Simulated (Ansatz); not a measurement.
## Equation of state of Li

```yaml
crystal:
  lattice:
    - [3.11100, 0.00000, 0.00000]
    - [-1.55550, 2.69421, 0.00000]
    - [0.00000, 0.00000, 5.09300]
  atoms:
    - { symbol: Li, position: [0.33333, 0.66667, 0.25000] }
    - { symbol: Li, position: [0.66667, 0.33333, 0.75000] }
```

The cell is a measured one (Crystallography Open Database entry 9011003); the temperature and pressure of the measurement aren't taken into account, and nothing was relaxed.

Methods: DFT, PBE, all-electron LAPW, scalar-relativistic (Ansatz 0.2.0); DFT, PBE, PAW with Ansatz's default frozen-core files, scalar-relativistic (Ansatz 0.2.0).

For LAPW: a Γ-centred 15×15×8 k mesh, Fermi–Dirac smearing of 0.03 eV, basis error target 0.25 meV/atom, no spin polarisation. PAW takes a cutoff of 420 eV at this cell. The Ansatz runs share mesh, smearing and spin set-up. Plane-wave (PAW) pressures include the program's estimate of the Pulay term.

The cell above is scaled evenly, with fractional coordinates and shape held.

| V/V(cell) | V (Å³/atom) | P, LAPW (GPa) | P, PAW (GPa) |
| --- | --- | --- | --- |
| 0.9405 | 20.074 | 0.11 | 0.10 |
| 0.9800 | 20.917 | -0.44 | -0.44 |
| 1.0000 | 21.344 | -0.68 | -0.68 |
| 1.0200 | 21.771 | -0.90 | -0.91 |
| 1.0600 | 22.625 | -1.29 | -1.29 |

Task: What do Birch–Murnaghan fits to the pressures give?

Result: LAPW: V0 = 20.23 Å³/atom, B0 = 14 GPa, B0′ = 3.3; PAW: V0 = 20.22 Å³/atom, B0 = 14 GPa, B0′ = 3.3.

PAW's V0 lies -0.04 % from the all-electron value and its B0 0.1 %. With shape and internal coordinates held, B0 is an upper bound to the relaxed modulus.
